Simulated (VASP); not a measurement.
# NiO (Fm-3m) in VASP: settings compared

Aim: see how the results for NiO move with the level of theory and the settings. Levels: PBEsol, RPBE. Tasks: relaxation of cell and atoms.

Program: VASP 6.6.1. These are calculated values, not measurements. Logs are shortened: lines on timing, memory, paths and dates and some standing lists are left out, and cuts for length are marked.

**1. The structure**

The structure is cubic, space group Fm-3m (No. 225). Conventional cell: a = 4.172 Å, b = 4.172 Å, c = 4.172 Å, α = 90.00°, β = 90.00°, γ = 90.00°. Ni (site symmetry m-3m) is surrounded by 6 O at 2.09 Å. Around O (site symmetry m-3m) lie 6 Ni at 2.09 Å.

**2. Relaxation of cell and atoms, PBEsol, collinear spin, ferromagnetic start**

INCAR reads:

```
SYSTEM = NiO
  PREC = Accurate
  ENCUT = 600
  EDIFF = 1E-6
  ISMEAR = -1
  SIGMA = 0.05
  LREAL = .False.
  LASPH = .True.
  NELM = 120
  ALGO = Normal
  ISIF = 3
  LWAVE = .False.
  LCHARG = .False.
  ISPIN = 2
  MAGMOM = 1 0
  LORBIT = 11
  LMAXMIX = 4
  GGA = PS
  IBRION = 2
  NSW = 60
  EDIFFG = -0.01
```

KPOINTS reads:

```
regular mesh
0
Gamma
  11 11 11
  0 0 0
```

POSCAR reads:

```
NiO
1.0
    0.0000000000      2.0859016414      2.0859016414
    2.0859016414      0.0000000000      2.0859016414
    2.0859016414      2.0859016414      0.0000000000
Ni O
1 1
Direct
    0.0000000000      0.0000000000      0.0000000000
    0.5000000000      0.5000000000      0.5000000000
```

Potentials or basis: VASP PAW PBE potentials, release 64 (Ni, O).

Started as:

```console
$ cat potpaw_PBE.64/Ni/POTCAR potpaw_PBE.64/O/POTCAR > POTCAR
$ mpirun -np 1 vasp_std > vasp.out
```

OUTCAR:

```text
SYSTEM = NiO
   PREC = Accurate
   ENCUT = 600
   EDIFF = 1E-6
   ISMEAR = -1
   LREAL = .False.
   LASPH = .True.
   NELM = 120
   ISIF = 3
   ISPIN = 2
   LORBIT = 11
   GGA = PS
   IBRION = 2
   NSW = 60
   EDIFFG = -0.01

 ion  position               nearest neighbor table
   1  0.000  0.000  0.000-   2 2.09   2 2.09   2 2.09   2 2.09   2 2.09   2 2.09
   2  0.500  0.500  0.500-   1 2.09   1 2.09   1 2.09   1 2.09   1 2.09   1 2.09

  LATTYP: Found a face centered cubic cell.
 ALAT       =     4.1718032828

  Lattice vectors:

 A1 = (   0.0000000000,   2.0859016414,   2.0859016414)
 A2 = (   2.0859016414,   0.0000000000,   2.0859016414)
 A3 = (   2.0859016414,   2.0859016414,   0.0000000000)

Analysis of symmetry for initial positions (statically):
=====================================================================
 Subroutine PRICEL returns:
 Original cell was already a primitive cell.

 Routine SETGRP: Setting up the symmetry group for a
 face centered cubic supercell.

 Subroutine GETGRP returns: Found 48 space group operations
 (whereof 48 operations were pure point group operations)
 out of a pool of 48 trial point group operations.

The static configuration has the point symmetry O_h .

Analysis of symmetry for dynamics (positions and initial velocities):
=====================================================================
 Subroutine PRICEL returns:
 Original cell was already a primitive cell.

 Routine SETGRP: Setting up the symmetry group for a
 face centered cubic supercell.

 Subroutine GETGRP returns: Found 48 space group operations
 (whereof 48 operations were pure point group operations)
 out of a pool of 48 trial point group operations.

The dynamic configuration has the point symmetry O_h .

Analysis of structural, dynamic, and magnetic symmetry:
=====================================================================
 Subroutine PRICEL returns:
 Original cell was already a primitive cell.

 Routine SETGRP: Setting up the symmetry group for a
 face centered cubic supercell.

 Subroutine GETGRP returns: Found 48 space group operations
 (whereof 48 operations were pure point group operations)
 out of a pool of 48 trial point group operations.

The overall configuration has the point symmetry O_h .

 Subroutine INISYM returns: Found 48 space group operations
 (whereof 48 operations are pure point group operations),
 and found     1 'primitive' translations

----------------------------------------------------------------------------------------

                                     Primitive cell

  volume of cell :      18.1515

  direct lattice vectors                    reciprocal lattice vectors
     0.000000000  2.085901641  2.085901641    -0.239704495  0.239704495  0.239704495
     2.085901641  0.000000000  2.085901641     0.239704495 -0.239704495  0.239704495
     2.085901641  2.085901641  0.000000000     0.239704495  0.239704495 -0.239704495

  length of vectors
     2.949910391  2.949910391  2.949910391     0.415180364  0.415180364  0.415180364

  position of ions in fractional coordinates (direct lattice)
     0.000000000  0.000000000  0.000000000
     0.500000000  0.500000000  0.500000000

  ion indices of the primitive-cell ions
   primitive index   ion index
                 1           1
                 2           2

----------------------------------------------------------------------------------------

 KPOINTS: regular mesh

Automatic generation of k-mesh.
 Grid dimensions read from file:
 generate k-points for:   11   11   11

 Generating k-lattice:

  Cartesian coordinates                     Fractional coordinates (reciprocal lattice)
    -0.021791318  0.021791318  0.021791318     0.090909091  0.000000000  0.000000000
     0.021791318 -0.021791318  0.021791318     0.000000000  0.090909091  0.000000000
     0.021791318  0.021791318 -0.021791318     0.000000000  0.000000000  0.090909091

  Length of vectors
     0.037743669  0.037743669  0.037743669

  Shift w.r.t. Gamma in fractional coordinates (k-lattice)
     0.000000000  0.000000000  0.000000000

 Subroutine IBZKPT returns following result:
 ===========================================

 Found     56 irreducible k-points:

 Following reciprocal coordinates:
            Coordinates               Weight
  0.000000  0.000000  0.000000      1.000000
  0.090909  0.000000  0.000000      8.000000
  0.181818  0.000000  0.000000      8.000000
  0.272727  0.000000  0.000000      8.000000
  0.363636  0.000000  0.000000      8.000000
  0.454545  0.000000  0.000000      8.000000
[... 16 lines left out ...]
 -0.272727  0.181818  0.000000     24.000000
 -0.181818  0.181818  0.000000     12.000000
 [... further k-points ...]
   k-points           NKPTS =     56   k-points in BZ     NKDIM =     56   number of bands    NBANDS=     13
   number of dos      NEDOS =    301   number of ions     NIONS =      2
   total plane-waves  NPLWV =  13824
   dimension x,y,z NGX =    24 NGY =   24 NGZ =   24
   dimension x,y,z NGXF=    48 NGYF=   48 NGZF=   48
   ions per type =               1   1
   NGX,Y,Z   is equivalent  to a cutoff of  13.53, 13.53, 13.53 a.u.
   NGXF,Y,Z  is equivalent  to a cutoff of  27.05, 27.05, 27.05 a.u.
 SYSTEM =  NiO
   PREC   = accura    normal or accurate (medium, high low for compatibility)
   ISTART =      0    job   : 0-new  1-cont  2-samecut
   ICHARG =      2    charge: 1-file 2-atom 10-const
   ISPIN  =      2    spin polarized calculation?
   LNONCOLLINEAR =      F non collinear calculations
   LSORBIT =      F    spin-orbit coupling
   LASPH  =      T    aspherical Exc in radial PAW
   ENCUT  =  600.0 eV  44.10 Ry    6.64 a.u.   5.89  5.89  5.89*2*pi/ulx,y,z
   NELM   =    120;   NELMIN=  2; NELMDL= -5     # of ELM steps
   EDIFF  = 0.1E-05   stopping-criterion for ELM
   LREAL  =      F    real-space projection
   EDIFFG = -.1E-01   stopping-criterion for IOM
   NSW    =     60    number of steps for IOM
   IBRION =      2    ionic relax: 0-MD 1-quasi-New 2-CG
   NFREE  =      1    steps in history (QN), initial steepest desc. (CG)
   ISIF   =      3    stress and relaxation
   ISYM   =      2    0-nonsym 1-usesym 2-fastsym
   POTIM  = 0.5000    time-step for ionic-motion
   TEBEG  =    0.0;   TEEND  =   0.0 temperature during run
   PSTRESS=    0.0 pullay stress
   NELECT =      16.0000    total number of electrons
   NUPDOWN=      -1.0000    fix difference up-down
   EMIN   =  10.00;   EMAX   =-10.00  energy-range for DOS
   EFERMI =   0.00;   METHOD = LEGACY
   ISMEAR =    -1;   SIGMA  =   0.05  broadening in eV -4-tet -1-fermi 0-gaus
   EFERMI_NEDOS =   21; number of points for ismear=-14 and -15
   IALGO  =     38    algorithm
   IMIX   =      4    mixing-type and parameters
     AMIX     =   0.40;   BMIX     =  1.00
     AMIX_MAG =   1.60;   BMIX_MAG =  1.00
  volume/ion in A,a.u.               =       9.08        61.25
  Fermi-wavevector in a.u.,A,eV,Ry     =   1.569680  2.966264 33.523312  2.463894
  Thomas-Fermi vector in A             =   2.671526
   LORBIT       =     11    0 simple, 1 ext, 2 COOP (PROOUT), +10 PAW based schemes
   GGA     = PS    functional components
   LHFCALC =     F    Hartree Fock is set to
   AEXX    =    0.0000 exact exchange contribution
   IVDW    =     0    specifies the selected vdW correction
   LEPSILON=     F    determine dielectric tensor
   LRPA    =     F    only Hartree local field effects (RPA)
 conjugate gradient relaxation of ions
 spin polarized calculation
  energy-cutoff  :      600.00
  volume of cell :       18.15
 maximum number of plane-waves:       620
   NGX = 11   NGY = 11   NGZ = 11

--------------------------------------- Ionic step        1  -------------------------------------------

 number of electron      16.0000001 magnetization       1.3435850

 Free energy of the ion-electron system (eV)
  ---------------------------------------------------
  ext. energy  EPLUGINS =         0.00000000
  ---------------------------------------------------
  free energy    TOTEN  =       -12.38820839 eV

  energy without entropy =      -12.37499077  energy(sigma->0) =      -12.38159958

------------------------ aborting loop because EDIFF is reached ----------------------------------------

  FORCE on cell =-STRESS in cart. coord.  units (eV):
  Direction    XX          YY          ZZ          XY          YZ          ZX
  --------------------------------------------------------------------------------------
  -------------------------------------------------------------------------------------
  Total       -0.8858193     -0.8858193     -0.8858193      0.0000000      0.0000000      0.0000000
  in kB      -78.1887448    -78.1887448    -78.1887448      0.0000000      0.0000000      0.0000000
  external PRESSURE =     -78.1887448 kB  Pullay stress =       0.0000000 kB
[... 57 lines left out ...]
  energy  without entropy=      -12.3858554186  energy(sigma->0) =      -12.39310370

--------------------------------------- Ionic step        3  -------------------------------------------

 number of electron      15.9999988 magnetization       1.2390533

 Free energy of the ion-electron system (eV)
  ---------------------------------------------------
  ext. energy  EPLUGINS =         0.00000000
  ---------------------------------------------------
  free energy    TOTEN  =       -12.40682139 eV

  energy without entropy =      -12.39336184  energy(sigma->0) =      -12.40009162

 E-fermi :   8.4315     XC(G=0): -13.2063

 val. band max:        8.3947597941   @ k =   0.3636   0.1818   0.0909
 cond. band min:       8.4320939787   @ k =  -0.4545   0.3636   0.0909
 fundamental gap:      0.0373341846
 Fermi energy:         8.4315478205

 spin component 1

 k-point     1 :       0.0000    0.0000    0.0000
  band No.  band energies     occupation
      1     -12.4408      1.00000
      2       5.0960      1.00000
      3       5.0960      1.00000
      4       5.0960      1.00000
      5       5.7141      1.00000
      6       5.7142      1.00000
      7       5.9210      1.00000
      8       5.9210      1.00000
      9       5.9210      1.00000
     10      10.1114      0.00000
     11      26.1526      0.00000
     12      27.5646      0.00000
     13      27.5646      0.00000
[... 353 lines left out ...]
 k-point    24 :      -0.1818    0.1818    0.0000
  band No.  band energies     occupation
      1     -11.5347      1.00000
      2       1.4212      1.00000
      3       2.7671      1.00000
      4       3.2629      1.00000
      5       6.2990      1.00000
      6       6.3046      1.00000
      7       6.9450      1.00000
      8       7.0594      1.00000
      9       8.6405      0.01507
     10      13.8107      0.00000
     11      20.6648      0.00000
     12      21.8706      0.00000
     13      25.1375      0.00000

 [... further k-points ...]

 spin component 2

 k-point     1 :       0.0000    0.0000    0.0000
  band No.  band energies     occupation
      1     -12.1504      1.00000
      2       5.4392      1.00000
      3       5.4392      1.00000
      4       5.4392      1.00000
      5       6.5647      1.00000
      6       6.5647      1.00000
      7       6.5647      1.00000
      8       7.3741      1.00000
      9       7.3741      1.00000
     10      10.3617      0.00000
     11      26.1291      0.00000
     12      27.7547      0.00000
     13      27.7547      0.00000
[... 397 lines left out ...]
  FREE ENERGIE OF THE ION-ELECTRON SYSTEM (eV)
  ---------------------------------------------------
  free  energy   TOTEN  =       -12.4068213908 eV

  energy  without entropy=      -12.3933618438  energy(sigma->0) =      -12.40009162

 reached required accuracy - stopping structural energy minimisation

 total charge

# of ion       s       p       d       tot
------------------------------------------
    1        0.349   0.440   8.331   9.119
    2        1.554   3.395   0.000   4.950
--------------------------------------------------
tot          1.903   3.835   8.331  14.069

 magnetization (x)

# of ion       s       p       d       tot
------------------------------------------
    1        0.010   0.014   1.011   1.035
    2        0.024   0.149   0.000   0.173
--------------------------------------------------
tot          0.034   0.163   1.011   1.208
```

Wall time 27 s (1 thread of Intel Xeon 6975P-C (Granite Rapids), shared host); peak memory 0.16 GiB.

Results:

```yaml
Free_energy: -12.4068 eV
Relaxed_volume: 8.71 Å³/atom
Relaxed_cell: a = 2.910 Å, b = 2.910 Å, c = 2.910 Å, α = 60.00°, β = 60.00°, γ = 60.00°
Space_group_after_relaxing_to_0.05_Å: Fm-3m (No. 225)
Energy_gained_by_relaxing: 9.3 meV/atom
Ionic_steps: 3
Pressure_after_relaxing: 0.1 GPa
Band_gap_on_the_k_mesh: none (metal or under the smearing width)
Net_moment: 1.24 μB per cell
Site_moments: Ni +1.03; O +0.17 μB
Valence_electrons_inside_the_program's_atomic_spheres: Ni 9.12; O 4.95
```

The path:
```
step  energy change (eV)  largest force (eV/Å)  pressure (GPa)  volume (Å³)
   1              0.0000                0.0000           -7.82        18.15
   2             -0.0121                0.0000            5.21        17.01
   3             -0.0186                0.0000            0.08        17.42
```

Final structure:
```xyz
2
Lattice="0.0000 2.0575 2.0575 2.0575 0.0000 2.0575 2.0575 2.0575 0.0000" Properties=species:S:1:pos:R:3 pbc="T T T"
Ni    0.0000    0.0000    0.0000
O     2.0575    2.0575    2.0575
```

Caveat: the PAW data sets were made with another functional, which shifts forces and pressure a little; a cell with one magnetic atom can't hold antiferromagnetic order, which such compounds often take; semilocal functionals often make such compounds metallic where correlation or magnetic order opens a gap, which also shifts bond lengths. With open d or f shells a metallic result of PBEsol can be an artefact of self-interaction; +U or a hybrid may open a gap.

**3. Relaxation of cell and atoms, RPBE, collinear spin, ferromagnetic start**

INCAR reads:

```
SYSTEM = NiO
  PREC = Accurate
  ENCUT = 600
  EDIFF = 1E-6
  ISMEAR = -1
  SIGMA = 0.05
  LREAL = .FALSE.
  LASPH = .TRUE.
  NELM = 150
  ALGO = Normal
  ISIF = 3
  LWAVE = .FALSE.
  LCHARG = .FALSE.
  ISPIN = 2
  MAGMOM = 1 0
  LORBIT = 11
  LMAXMIX = 4
  GGA = RP
  IBRION = 2
  NSW = 60
  EDIFFG = -0.02
```

KPOINTS reads:

```
regular mesh
0
G
  11 11 11
  0 0 0
```

POSCAR is that of step 2.

Potentials or basis: VASP PAW PBE potentials, release 64 (Ni, O).

Started as:

```console
$ cat potpaw_PBE.64/Ni/POTCAR potpaw_PBE.64/O/POTCAR > POTCAR
$ mpirun -np 1 vasp_std > vasp.out
```

Run time: 29 s. Hardware: 1 thread of Intel Xeon 6975P-C (Granite Rapids), shared host; peak memory 0.17 GiB.

The run converged. Its results:

- Free energy: -10.6316 eV
- Relaxed volume: 9.74 Å³/atom
- Relaxed cell: a = 3.020 Å, b = 3.020 Å, c = 3.020 Å, α = 60.00°, β = 60.00°, γ = 60.00°
- Space group after relaxing (to 0.05 Å): Fm-3m (No. 225)
- Energy gained by relaxing: 24.9 meV/atom
- Ionic steps: 3
- Pressure after relaxing: 0.1 GPa
- Band gap on the k mesh: none (metal or under the smearing width)
- Net moment: 1.91 μB per cell
- Site moments: Ni +1.56; O +0.30 μB
- Valence electrons inside the program's atomic spheres: Ni 8.85; O 4.97

Step by step:
```tsv
step	energy change (eV)	largest force (eV/Å)	pressure (GPa)	volume (Å³)
1	0.0000	0.0000	12.76	18.15
2	-0.0403	0.0000	-4.69	20.12
3	-0.0499	0.0000	0.08	19.48
```

Final structure:
```xyz
2
Lattice="0.0000 2.1356 2.1356 2.1356 0.0000 2.1356 2.1356 2.1356 0.0000" Properties=species:S:1:pos:R:3 pbc="T T T"
Ni    0.0000    0.0000    0.0000
O     2.1356    2.1356    2.1356
```

Levels at points of the mesh, in eV from the Fermi level:
Spin up:
| k point | band 6 | band 7 | band 8 | band 9 | band 10 | band 11 | band 12 | band 13 |
| --- | --- | --- | --- | --- | --- | --- | --- | --- |
| (0.00, 0.00, 0.00) | -2.65 | -2.60 | -2.60 | -2.60 | 1.27 | 17.75 | 18.50 | 18.50 |
Spin down:
| k point | band 3 | band 4 | band 5 | band 6 | band 7 | band 8 | band 9 | band 10 | band 11 | band 12 |
| --- | --- | --- | --- | --- | --- | --- | --- | --- | --- | --- |
| (0.00, 0.00, 0.00) | -2.07 | -2.07 | -1.72 | -1.72 | -1.72 | -0.32 | -0.32 | 1.64 | 17.63 | 18.68 |

Caveat: the PAW data sets were made with another functional, which shifts forces and pressure a little; a cell with one magnetic atom can't hold antiferromagnetic order, which such compounds often take; semilocal functionals often make such compounds metallic where correlation or magnetic order opens a gap, which also shifts bond lengths.

**4. For comparison**

An earlier run on the cell as given: functional PBEsol; potentials or basis VASP PAW PBE potentials, release 64 (Ni, O); cutoff 520 eV; k mesh 11 × 11 × 11; occupations fermi-dirac, width 0.05 eV; collinear spin, ferromagnetic start; starting moments [1.0, 0.0] μB.

- Pressure: -7.6 GPa
- Band gap on the k mesh: none (metal or under the smearing width)
- Net moment: 1.34 μB per cell
- Site moments: Ni +1.12; O +0.19 μB
- Valence electrons inside the program's atomic spheres: Ni 9.04; O 4.93

**5. Summary**

```csv
task,level,cell,cutoff (eV),ladder,gap on the mesh (eV),pressure (GPa),moment (μB),relaxed volume (Å³/atom)
relaxation of cell and atoms,PBEsol,relaxed,600,-,none,0.1,1.24,8.71
relaxation of cell and atoms,RPBE,relaxed,600,-,none,0.1,1.91,9.74
single point,PBEsol,as given,520,free,none,-7.6,1.34,-
```

Alike in all rows: potentials or basis VASP PAW PBE potentials, release 64 (Ni, O); spin collinear, ferromagnetic start; k mesh 11 × 11 × 11; smearing fermi-dirac 0.05 eV.

Caveats: the PAW data sets were made with another functional, which shifts forces and pressure a little; a cell with one magnetic atom can't hold antiferromagnetic order, which such compounds often take; semilocal functionals often make such compounds metallic where correlation or magnetic order opens a gap, which also shifts bond lengths.

Total energies depend on the potentials used, so only differences within one code and one set of settings carry meaning.
